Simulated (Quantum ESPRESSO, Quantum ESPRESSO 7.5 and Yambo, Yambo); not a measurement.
# Excitons of SiC (F-43m) on ever denser meshes

Wanted: excitons and ε₂ of SiC (F-43m), with cost.

Method: PBE and many-body steps on it, plane waves, in Quantum ESPRESSO 7.5 and Yambo 5.3.0.

This is a report of a sequence of runs, with most program output left out.

## 1. The starting structure

Symmetry: F-43m, No. 216, cubic system. Conventional cell: a = 4.358 Å, b = 4.358 Å, c = 4.358 Å, α = 90.00°, β = 90.00°, γ = 90.00°. Si has 4 C at 1.89 Å nearest. Nearest to C lie 4 Si at 1.89 Å. Farther neighbours are not listed.

The cell and positions come from the Crystallography Open Database and are kept as given unless a step says otherwise.

## 2. Empty states on the mesh, 4×4×4 mesh, 50 bands

This step: Quantum ESPRESSO 7.5; DFT, PBE, plane waves, norm-conserving pseudopotentials.

The sums over transitions need many empty states on a uniform mesh; this step solves for them.

pw.in

```
&control
  calculation = 'nscf'
  prefix = 'x'
  outdir = 'o'
  pseudo_dir = 'pseudo'
/
&system
  ibrav = 0
  nat = 2
  ntyp = 2
  ecutwfc = 74.0
  nbnd = 50
  force_symmorphic = .true.
/
&electrons
  conv_thr = 1e-9
  electron_maxstep = 80
  diago_full_acc = .true.
  diago_thr_init = 5e-6
/
ATOMIC_SPECIES
  Si 28.085 Si.upf
  C 12.011 C.upf
CELL_PARAMETERS angstrom
  -0.0000000000 2.1790000000 2.1790000000
  2.1790000000 -0.0000000000 2.1790000000
  2.1790000000 2.1790000000 -0.0000000000
ATOMIC_POSITIONS crystal
  Si 0.0000000000 0.0000000000 0.0000000000
  C 0.2500000000 0.2500000000 0.2500000000
K_POINTS automatic
  4 4 4 0 0 0
```

Launch:

```console
> OMP_NUM_THREADS=1 mpirun -n 4 pw.x -nk 4 -in pw.in > pw.out
```

It took 1.5 s on 4 MPI ranks of Arm Neoverse V1, shared host; peak memory 0.05 GiB; 5.7 s of CPU time.

Numbers from this step:

- gap: 1.361 eV
- k of the valence top: 0, 0, 0
- k of the conduction bottom: 0, -0.5, -0.5
- least direct gap: 4.553 eV
- k points computed: 8
- lowest point of the top converged band, above the valence top: 73.3698 eV

On this mesh the gap is 1.361 eV.

The density comes from a self-consistent run that is not shown.

## 3. Conversion and set-up

This step: Yambo 5.3.0; conversion and set-up on PBE, plane waves, norm-conserving pseudopotentials.

The states are converted to the many-body program's format and the q mesh is built.

Launch:

```console
> (cd o/x.save; p2y > p2y.log; mv SAVE ../..); yambo > setup.log
```

It took 2.1 s on 1 MPI rank; peak memory 0.23 GiB.

## 4. Screening and self-energy, 4×4×4 mesh, 50 bands, screening to 163.3 eV

Now the one-shot GW correction: screening in the RPA, then the self-energy of the levels asked for.

This step: G0W0 on PBE, plane waves, norm-conserving pseudopotentials.

gw1.in

```
HF_and_locXC
gw0
dyson
ppa
em1d
rim_cut
RandQpts= 1000000
RandGvec= 1 RL
EXXRLvcs= 74 Ry
VXCRLvcs= 296 Ry
Chimod= "HARTREE"
% BndsRnXp
 1 | 50 |
%
NGsBlkXp= 12 Ry
% LongDrXp
 1 | 1 | 1 |
%
% GbndRnge
 1 | 50 |
%
DysSolver= "n"
ExtendOut
PPAPntXp= 27.21138 eV
% QPkrange
 1 | 1 | 3 | 6 |
 7 | 7 | 3 | 6 |
%
```

Launch:

```console
> OMP_NUM_THREADS=1 mpirun -n 4 yambo -F gw1.in -J gw1 -C gw1 > gw1.log
```

Run time: 11 s. Hardware: 4 MPI ranks; peak memory 1.1 GiB; 41 s of CPU time.

Numbers from this step:

| Property | Result |
| --- | --- |
| G0W0 gap on the points computed | 1.985 eV |
| starting gap on the mesh | 1.361 eV |
| k of the valence top | 0, 0, 0 |
| k of the conduction bottom | 0, -0.5, -0.5 |
| least direct G0W0 gap on the computed points | 5.539 eV |

The gap on the mesh goes from 1.36 eV to 1.99 eV, a correction of +0.62 eV.

The gap opens by 0.624 eV; the next steps shift the empty bands rigidly by 0.986 eV, the correction at the start's least direct gap.

## 5. Empty states on the mesh, 4×4×4 mesh, 12 bands

This step: Quantum ESPRESSO 7.5; DFT, PBE, plane waves, norm-conserving pseudopotentials.

pw.in: that of step 2 with these lines changed.

```diff
@@ -11,3 +11,3 @@
   ecutwfc = 74.0
-  nbnd = 50
+  nbnd = 12
   force_symmorphic = .true.
```

Launch:

```console
> OMP_NUM_THREADS=1 mpirun -n 4 pw.x -nk 4 -in pw.in > pw.out
```

Wall time 0.97 s (4 MPI ranks); peak memory 0.05 GiB; 3.6 s of CPU time.

This step gave:

| Property | Result |
| --- | --- |
| gap | 1.361 eV |
| k of the valence top | 0, 0, 0 |
| k of the conduction bottom | 0, -0.5, -0.5 |
| least direct gap | 4.553 eV |
| k points computed | 8 |
| lowest point of the top converged band, above the valence top | 17.28 eV |

On this mesh the gap is 1.361 eV.

## 6. Conversion and set-up

This step: Yambo 5.3.0; conversion and set-up on PBE, plane waves, norm-conserving pseudopotentials.

Launch:

```console
> (cd o/x.save; p2y > p2y.log; mv SAVE ../..); yambo > setup.log
```

Run time: 2.1 s. Hardware: 1 MPI rank; peak memory 0.23 GiB.

## 7. Excitons

Light makes an electron and a hole together. The Bethe-Salpeter equation adds their screened attraction and their exchange, in a window of bands around the gap.

This step: Bethe-Salpeter equation on PBE with a scissors shift, plane waves, norm-conserving pseudopotentials.

bse3.in

```
optics
bss
bse
em1s
dipoles
rim_cut
RandQpts= 1000000
RandGvec= 1 RL
Chimod= "HARTREE"
BSKmod= "SEX"
BSEmod= "resonant"
BSSmod= "d"
BSENGexx= 20 Ry
BSENGBlk= 4 Ry
% BSEQptR
 1 | 1 |
%
% BSEBands
 2 | 5 |
%
% BEnRange
 0 | 8 | eV
%
% BDmRange
 0.1 | 0.1 | eV
%
BEnSteps= 161
% BLongDir
 1 | 0 | 0 |
%
% BndsRnXs
 1 | 12 |
%
NGsBlkXs= 4 Ry
% LongDrXs
 1 | 1 | 1 |
%
% KfnQP_E
 0.986 | 1.0 | 1.0 |
%
WRbsWF
FFTGvecs= 33 Ry
```

Launch:

```console
> OMP_NUM_THREADS=1 mpirun -n 4 yambo -F bse3.in -J bse3 -C bse3 > bse3.log
```

It took 2.8 s on 4 MPI ranks; peak memory 0.96 GiB; 7 s of CPU time.

Numbers from this step:

```yaml
transitions_in_the_window: 192
direct_gap_of_the_transition_levels: 5.539 eV
lowest_state: 5.169 eV
first_strong_exciton_over_a_fiftieth_of_the_strongest_listed: 5.179 eV
binding_of_the_lowest_state_below_the_direct_gap: 0.3703 eV
coulomb_term_of_one_mesh_cell: 0.4199 eV
```

The binding is 0.88 times the screened Coulomb term of one mesh cell (0.42 eV), so it is not shown settled.

The lowest state lies at 5.169 eV, 0.370 eV under the direct gap.

Lines within 3 meV are set at the lowest of them, and the highest group, which the list may cut short, is left out. Lines of the exciton spectrum (strongest = 100):

| position (eV) | lines merged | strength, relative |
| --- | --- | --- |
| 5.169 | 3 | 0.2 |
| 5.178 | 3 | 24 |
| 6.419 | 3 | 100 |
| 6.465 | 3 | 0.0 |
| 6.587 | 3 | 0.0 |
| 6.619 | 3 | 0.0 |
| 6.646 | 2 | 0.0 |
| 6.670 | 3 | 0.0 |

The ε₂ has structure finer than the step of the table below, so its rows give means over 0.25 eV, whole bins alone (the curve runs from 0 to 8 eV). Peaks (eV: height): BSE 5.200: 30.0, 6.400: 121; no electron-hole interaction 5.550: 17.4, 7.000: 84.7, 7.600: 47.0.

Field along x; broadening 0.1 eV; transition window only. Limits: finite bands, cutoff and mesh; coarse k mesh; exciton not shown settled in the k mesh. Table of ε₂ by photon energy; means over each step:

| photon energy (eV) | BSE | no electron-hole interaction |
| --- | --- | --- |
| 0.25 | 0.0518 | 0.0402 |
| 0.50 | 0.0565 | 0.0433 |
| 0.75 | 0.0618 | 0.0469 |
| 1.00 | 0.0680 | 0.0509 |
| 1.25 | 0.0752 | 0.0555 |
| 1.50 | 0.0836 | 0.0608 |
| 1.75 | 0.0935 | 0.0669 |
| 2.00 | 0.105 | 0.0740 |
| 2.25 | 0.120 | 0.0823 |
| 2.50 | 0.138 | 0.0921 |
| 2.75 | 0.160 | 0.104 |
| 3.00 | 0.188 | 0.118 |
| 3.25 | 0.226 | 0.136 |
| 3.50 | 0.277 | 0.159 |
| 3.75 | 0.350 | 0.189 |
| 4.00 | 0.463 | 0.230 |
| 4.25 | 0.656 | 0.288 |
| 4.50 | 1.05 | 0.380 |
| 4.75 | 2.22 | 0.545 |
| 5.00 | 10.2 | 0.935 |
| 5.25 | 19.9 | 2.62 |
| 5.50 | 4.75 | 12.1 |
| 5.75 | 3.95 | 4.85 |
| 6.00 | 8.10 | 2.00 |
| 6.25 | 43.2 | 2.29 |
| 6.50 | 76.1 | 4.24 |
| 6.75 | 17.1 | 14.7 |
| 7.00 | 12.7 | 64.0 |
| 7.25 | 10.5 | 28.1 |
| 7.50 | 5.15 | 37.4 |
| 7.75 | 1.90 | 30.8 |

## 8. Triplet (no exchange term)

bse4.in, as its differences from bse3.in of step 7:

```diff
@@ -12,3 +12,3 @@
 BSSmod= "d"
-BSENGexx= 20 Ry
+BSENGexx= 1 RL
 BSENGBlk= 4 Ry
```

Launch:

```console
> OMP_NUM_THREADS=1 mpirun -n 4 yambo -F bse4.in -J bse4,bse3_W -C bse4 > bse4.log
```

It took 1.1 s on 4 MPI ranks; peak memory 0.24 GiB; 3.9 s of CPU time.

The lowest triplet lies at 5.128 eV; without spin-orbit coupling triplets are dark, so no spectrum is read.

## 9. Empty states on the mesh, 6×6×6 mesh, 12 bands

This step: Quantum ESPRESSO 7.5; DFT, PBE, plane waves, norm-conserving pseudopotentials.

pw.in: that of step 5 with these lines changed.

```diff
@@ -31,2 +31,2 @@
 K_POINTS automatic
-  4 4 4 0 0 0
+  6 6 6 0 0 0
```

Launch:

```console
> OMP_NUM_THREADS=1 mpirun -n 4 pw.x -nk 4 -in pw.in > pw.out
```

It took 1.1 s on 4 MPI ranks; peak memory 0.05 GiB.

Numbers from this step:

* gap: 1.361 eV
* k of the valence top: 0, 0, 0
* k of the conduction bottom: 0, -0.5, -0.5
* least direct gap: 4.553 eV
* k points computed: 16
* lowest point of the top converged band, above the valence top: 17.28 eV

On this mesh the gap is 1.361 eV.

## 10. Conversion and set-up

This step: Yambo 5.3.0; conversion and set-up on PBE, plane waves, norm-conserving pseudopotentials.

Launch:

```console
> (cd o/x.save; p2y > p2y.log; mv SAVE ../..); yambo > setup.log
```

It took 2.2 s on 1 MPI rank; peak memory 0.23 GiB.

## 11. k mesh (6×6×6)

This step: Bethe-Salpeter equation on PBE with a scissors shift, plane waves, norm-conserving pseudopotentials.

bse6.in, as its differences from bse4.in of step 8:

```diff
@@ -12,3 +12,3 @@
 BSSmod= "d"
-BSENGexx= 1 RL
+BSENGexx= 20 Ry
 BSENGBlk= 4 Ry
```

Launch:

```console
> OMP_NUM_THREADS=1 mpirun -n 4 yambo -F bse6.in -J bse6 -C bse6 > bse6.log
```

Run time: 5 s. Hardware: 4 MPI ranks; peak memory 1.1 GiB; 16 s of CPU time.

Numbers from this step:

```
transitions in the window                                      : 648
direct gap of the transition levels                            : 5.539 eV
lowest state                                                   : 5.228 eV
first strong exciton (over a fiftieth of the strongest listed) : 5.232 eV
binding of the lowest state below the direct gap               : 0.3112 eV
Coulomb term of one mesh cell                                  : 0.3445 eV
```

The binding is 0.90 times the screened Coulomb term of one mesh cell (0.34 eV), so it is not shown settled.

The lowest state lies at 5.228 eV, 0.311 eV under the direct gap.

The ε₂ has structure finer than the step of the table below, so its rows give means over 0.2 eV, whole bins alone (the curve runs from 0 to 8 eV). Peaks (eV: height): BSE 5.25: 11.5, 5.90: 27.3, 6.15: 27.9, 6.70: 22.1, 7.05: 38.2; no electron-hole interaction 6.50: 24.8, 7.00: 14.4, 7.60: 48.5.

Field along x; broadening 0.1 eV; transition window only. Limits: finite bands, cutoff and mesh; exciton not shown settled in the k mesh. ε₂ against photon energy; means over each step:

| photon energy (eV) | BSE | no electron-hole interaction |
| --- | --- | --- |
| 0.2 | 0.0355 | 0.0283 |
| 0.4 | 0.0379 | 0.0300 |
| 0.6 | 0.0406 | 0.0318 |
| 0.8 | 0.0436 | 0.0339 |
| 1.0 | 0.0469 | 0.0361 |
| 1.2 | 0.0506 | 0.0386 |
| 1.4 | 0.0547 | 0.0414 |
| 1.6 | 0.0595 | 0.0444 |
| 1.8 | 0.0649 | 0.0479 |
| 2.0 | 0.0710 | 0.0517 |
| 2.2 | 0.0782 | 0.0561 |
| 2.4 | 0.0865 | 0.0611 |
| 2.6 | 0.0963 | 0.0668 |
| 2.8 | 0.108 | 0.0734 |
| 3.0 | 0.122 | 0.0811 |
| 3.2 | 0.139 | 0.0901 |
| 3.4 | 0.161 | 0.101 |
| 3.6 | 0.188 | 0.114 |
| 3.8 | 0.224 | 0.130 |
| 4.0 | 0.272 | 0.150 |
| 4.2 | 0.341 | 0.175 |
| 4.4 | 0.449 | 0.210 |
| 4.6 | 0.637 | 0.259 |
| 4.8 | 1.05 | 0.334 |
| 5.0 | 2.59 | 0.471 |
| 5.2 | 8.99 | 0.816 |
| 5.4 | 5.00 | 2.55 |
| 5.6 | 4.38 | 4.16 |
| 5.8 | 14.8 | 1.88 |
| 6.0 | 23.3 | 2.76 |
| 6.2 | 21.0 | 8.32 |
| 6.4 | 8.13 | 15.7 |
| 6.6 | 14.8 | 14.8 |
| 6.8 | 18.5 | 6.84 |
| 7.0 | 30.4 | 12.0 |
| 7.2 | 22.2 | 8.42 |
| 7.4 | 11.4 | 18.3 |
| 7.6 | 6.05 | 43.5 |
| 7.8 | 3.32 | 27.6 |

## 12. Triplet (no exchange term)

bse7.in, as its differences from bse6.in of step 11:

```diff
@@ -12,3 +12,3 @@
 BSSmod= "d"
-BSENGexx= 20 Ry
+BSENGexx= 1 RL
 BSENGBlk= 4 Ry
```

Launch:

```console
> OMP_NUM_THREADS=1 mpirun -n 4 yambo -F bse7.in -J bse7,bse6_W -C bse7 > bse7.log
```

Elapsed: 2.6 s, on 4 MPI ranks; peak memory 1 GiB; 10 s of CPU time.

The lowest triplet lies at 5.212 eV; without spin-orbit coupling triplets are dark, so no spectrum is read.

## 13. Empty states on the mesh, 8×8×8 mesh, 12 bands

This step: Quantum ESPRESSO 7.5; DFT, PBE, plane waves, norm-conserving pseudopotentials.

pw.in: that of step 9 with these lines changed.

```diff
@@ -31,2 +31,2 @@
 K_POINTS automatic
-  6 6 6 0 0 0
+  8 8 8 0 0 0
```

Launch:

```console
> OMP_NUM_THREADS=1 mpirun -n 4 pw.x -nk 4 -in pw.in > pw.out
```

The job ended after 1.5 s (4 MPI ranks; peak memory 0.05 GiB; 5.8 s of CPU time).

Numbers from this step:

```
gap                                                           : 1.361 eV
k of the valence top                                          : 0, 0, 0
k of the conduction bottom                                    : 0, -0.5, -0.5
least direct gap                                              : 4.553 eV
k points computed                                             : 29
lowest point of the top converged band, above the valence top : 17.28 eV
```

On this mesh the gap is 1.361 eV.

## 14. Conversion and set-up

This step: Yambo 5.3.0; conversion and set-up on PBE, plane waves, norm-conserving pseudopotentials.

Launch:

```console
> (cd o/x.save; p2y > p2y.log; mv SAVE ../..); yambo > setup.log
```

Elapsed: 2.4 s, on 1 MPI rank; peak memory 0.24 GiB.

## 15. k mesh (8×8×8)

This step: Bethe-Salpeter equation on PBE with a scissors shift, plane waves, norm-conserving pseudopotentials.

bse9.in, as its differences from bse7.in of step 12:

```diff
@@ -12,3 +12,3 @@
 BSSmod= "d"
-BSENGexx= 1 RL
+BSENGexx= 20 Ry
 BSENGBlk= 4 Ry
```

Launch:

```console
> OMP_NUM_THREADS=1 mpirun -n 4 yambo -F bse9.in -J bse9 -C bse9 > bse9.log
```

It took 20 s on 4 MPI ranks; peak memory 1.2 GiB.

This step gave:

| Quantity | Value |
| --- | --- |
| transitions in the window | 1536 |
| direct gap of the transition levels | 5.539 eV |
| lowest state | 5.288 eV |
| first strong exciton (over a fiftieth of the strongest listed) | 5.291 eV |
| binding of the lowest state below the direct gap | 0.2507 eV |
| Coulomb term of one mesh cell | 0.2742 eV |

The binding is 0.91 times the screened Coulomb term of one mesh cell (0.27 eV), so it is not shown settled.

The lowest state lies at 5.288 eV, 0.251 eV under the direct gap.

The ε₂ has structure finer than the step of the table below, so its rows give means over 0.25 eV, whole bins alone (the curve runs from 0 to 8 eV). Peaks (eV: height): BSE 5.950: 15.3, 6.600: 25.5; no electron-hole interaction 6.200: 10.7, 7.000: 17.2, 7.900: 28.2.

Field along x; broadening 0.1 eV; transition window only. Limits: finite bands, cutoff and mesh; exciton not shown settled in the k mesh. ε₂ against photon energy; means over each step:

| photon energy (eV) | BSE | no electron-hole interaction |
| --- | --- | --- |
| 0.25 | 0.0312 | 0.0249 |
| 0.50 | 0.0338 | 0.0268 |
| 0.75 | 0.0368 | 0.0289 |
| 1.00 | 0.0401 | 0.0312 |
| 1.25 | 0.0441 | 0.0339 |
| 1.50 | 0.0486 | 0.0369 |
| 1.75 | 0.0539 | 0.0403 |
| 2.00 | 0.0601 | 0.0443 |
| 2.25 | 0.0675 | 0.0489 |
| 2.50 | 0.0764 | 0.0544 |
| 2.75 | 0.0874 | 0.0608 |
| 3.00 | 0.101 | 0.0685 |
| 3.25 | 0.118 | 0.0779 |
| 3.50 | 0.141 | 0.0895 |
| 3.75 | 0.171 | 0.104 |
| 4.00 | 0.214 | 0.123 |
| 4.25 | 0.279 | 0.149 |
| 4.50 | 0.388 | 0.186 |
| 4.75 | 0.610 | 0.244 |
| 5.00 | 1.35 | 0.351 |
| 5.25 | 5.01 | 0.666 |
| 5.50 | 5.58 | 2.09 |
| 5.75 | 11.1 | 2.34 |
| 6.00 | 11.0 | 5.10 |
| 6.25 | 7.86 | 7.88 |
| 6.50 | 21.0 | 4.19 |
| 6.75 | 19.3 | 9.05 |
| 7.00 | 17.1 | 15.3 |
| 7.25 | 15.8 | 13.6 |
| 7.50 | 13.8 | 14.6 |
| 7.75 | 7.50 | 21.0 |

## 16. Triplet (no exchange term)

bse10.in, as its differences from bse9.in of step 15:

```diff
@@ -12,3 +12,3 @@
 BSSmod= "d"
-BSENGexx= 20 Ry
+BSENGexx= 1 RL
 BSENGBlk= 4 Ry
```

Launch:

```console
> OMP_NUM_THREADS=1 mpirun -n 4 yambo -F bse10.in -J bse10,bse9_W -C bse10 > bse10.log
```

Elapsed: 15 s, on 4 MPI ranks; peak memory 1.2 GiB.

The lowest triplet lies at 5.279 eV; without spin-orbit coupling triplets are dark, so no spectrum is read.

## 17. Empty states on the mesh, 10×10×10 mesh, 12 bands

This step: Quantum ESPRESSO 7.5; DFT, PBE, plane waves, norm-conserving pseudopotentials.

pw.in: that of step 13 with these lines changed.

```diff
@@ -31,2 +31,2 @@
 K_POINTS automatic
-  8 8 8 0 0 0
+  10 10 10 0 0 0
```

Launch:

```console
> OMP_NUM_THREADS=1 mpirun -n 4 pw.x -nk 4 -in pw.in > pw.out
```

Run time: 1.8 s. Hardware: 4 MPI ranks; peak memory 0.05 GiB; 6.8 s of CPU time.

Numbers from this step:

```yaml
gap: 1.361 eV
k_of_the_valence_top: 0, 0, 0
k_of_the_conduction_bottom: 0, -0.5, -0.5
least_direct_gap: 4.553 eV
k_points_computed: 47
lowest_point_of_the_top_converged_band_above_the_valence_top: 17.28 eV
```

On this mesh the gap is 1.361 eV.

## 18. Conversion and set-up

This step: Yambo 5.3.0; conversion and set-up on PBE, plane waves, norm-conserving pseudopotentials.

Launch:

```console
> (cd o/x.save; p2y > p2y.log; mv SAVE ../..); yambo > setup.log
```

Wall time 2.7 s (1 MPI rank); peak memory 0.24 GiB.

## 19. k mesh (10×10×10)

This step: Bethe-Salpeter equation on PBE with a scissors shift, plane waves, norm-conserving pseudopotentials.

bse12.in, as its differences from bse10.in of step 16:

```diff
@@ -12,3 +12,3 @@
 BSSmod= "d"
-BSENGexx= 1 RL
+BSENGexx= 20 Ry
 BSENGBlk= 4 Ry
```

Launch:

```console
> OMP_NUM_THREADS=1 mpirun -n 4 yambo -F bse12.in -J bse12 -C bse12 > bse12.log
```

It took 1.7 min on 4 MPI ranks; peak memory 1.7 GiB; 6.7 min of CPU time.

Numbers from this step:

| Quantity | Value |
| --- | --- |
| transitions in the window | 3000 |
| direct gap of the transition levels | 5.539 eV |
| lowest state | 5.332 eV |
| first strong exciton (over a fiftieth of the strongest listed) | 5.334 eV |
| binding of the lowest state below the direct gap | 0.2068 eV |
| Coulomb term of one mesh cell | 0.2229 eV |

The binding is 0.93 times the screened Coulomb term of one mesh cell (0.22 eV), so it is not shown settled.

The lowest state lies at 5.332 eV, 0.207 eV under the direct gap.

The ε₂ has structure finer than the step of the table below, so its rows give means over 0.2 eV, whole bins alone (the curve runs from 0 to 8 eV). Peaks (eV: height): BSE 5.80: 10.3, 6.25: 20.7, 7.00: 30.6; no electron-hole interaction 7.35: 21.1, 7.95: 27.7.

Field along x; broadening 0.1 eV; transition window only. Limits: finite bands, cutoff and mesh; exciton not shown settled in the k mesh. ε₂ against photon energy; means over each step:

| photon energy (eV) | BSE | no electron-hole interaction |
| --- | --- | --- |
| 0.2 | 0.0295 | 0.0236 |
| 0.4 | 0.0314 | 0.0250 |
| 0.6 | 0.0335 | 0.0265 |
| 0.8 | 0.0358 | 0.0281 |
| 1.0 | 0.0384 | 0.0299 |
| 1.2 | 0.0413 | 0.0319 |
| 1.4 | 0.0446 | 0.0340 |
| 1.6 | 0.0482 | 0.0365 |
| 1.8 | 0.0524 | 0.0392 |
| 2.0 | 0.0571 | 0.0422 |
| 2.2 | 0.0625 | 0.0456 |
| 2.4 | 0.0688 | 0.0494 |
| 2.6 | 0.0761 | 0.0538 |
| 2.8 | 0.0846 | 0.0588 |
| 3.0 | 0.0948 | 0.0646 |
| 3.2 | 0.107 | 0.0713 |
| 3.4 | 0.122 | 0.0793 |
| 3.6 | 0.141 | 0.0887 |
| 3.8 | 0.164 | 0.100 |
| 4.0 | 0.196 | 0.114 |
| 4.2 | 0.238 | 0.132 |
| 4.4 | 0.299 | 0.155 |
| 4.6 | 0.393 | 0.186 |
| 4.8 | 0.560 | 0.231 |
| 5.0 | 0.952 | 0.302 |
| 5.2 | 2.64 | 0.448 |
| 5.4 | 5.14 | 0.971 |
| 5.6 | 7.56 | 1.84 |
| 5.8 | 8.86 | 3.00 |
| 6.0 | 6.32 | 4.85 |
| 6.2 | 15.9 | 3.18 |
| 6.4 | 13.4 | 5.97 |
| 6.6 | 13.8 | 8.35 |
| 6.8 | 15.9 | 8.39 |
| 7.0 | 26.7 | 8.26 |
| 7.2 | 17.7 | 12.5 |
| 7.4 | 11.9 | 19.8 |
| 7.6 | 13.4 | 15.7 |
| 7.8 | 8.26 | 18.9 |

## 20. Triplet (no exchange term)

bse13.in, as its differences from bse12.in of step 19:

```diff
@@ -12,3 +12,3 @@
 BSSmod= "d"
-BSENGexx= 20 Ry
+BSENGexx= 1 RL
 BSENGBlk= 4 Ry
```

Launch:

```console
> OMP_NUM_THREADS=1 mpirun -n 4 yambo -F bse13.in -J bse13,bse12_W -C bse13 > bse13.log
```

Wall time 96 s (4 MPI ranks); peak memory 1.7 GiB.

The lowest triplet lies at 5.326 eV; without spin-orbit coupling triplets are dark, so no spectrum is read.

## 21. Empty states on the mesh, 12×12×12 mesh, 12 bands

This step: Quantum ESPRESSO 7.5; DFT, PBE, plane waves, norm-conserving pseudopotentials.

pw.in: that of step 17 with these lines changed.

```diff
@@ -31,2 +31,2 @@
 K_POINTS automatic
-  10 10 10 0 0 0
+  12 12 12 0 0 0
```

Launch:

```console
> OMP_NUM_THREADS=1 mpirun -n 4 pw.x -nk 4 -in pw.in > pw.out
```

Elapsed: 2.3 s, on 4 MPI ranks; peak memory 0.18 GiB.

Numbers from this step:

```yaml
gap: 1.361 eV
k_of_the_valence_top: 0, 0, 0
k_of_the_conduction_bottom: 0, -0.5, -0.5
least_direct_gap: 4.553 eV
k_points_computed: 72
lowest_point_of_the_top_converged_band_above_the_valence_top: 17.28 eV
```

On this mesh the gap is 1.361 eV.

## 22. Conversion and set-up

This step: Yambo 5.3.0; conversion and set-up on PBE, plane waves, norm-conserving pseudopotentials.

Launch:

```console
> (cd o/x.save; p2y > p2y.log; mv SAVE ../..); yambo > setup.log
```

The job ended after 3.1 s (1 MPI rank; peak memory 0.25 GiB).

[end of part 1 of 2]

[Paths, hosts, dates, memory and timing lines, banners, echoed tables and standing remarks are left out of the program output.]

[Logs are printed without paths, hosts, clocks, repeated set-up lines and the standing remarks that a program may print on its own settings, such as how far it seeks lower states.]

[Runs of the session that timed out or met a known fault of the program may be left out.]

[Hosts, paths, dates, database ids (printed as entryN), source tags and the programs' standing remarks are cut or masked in the printed files.]
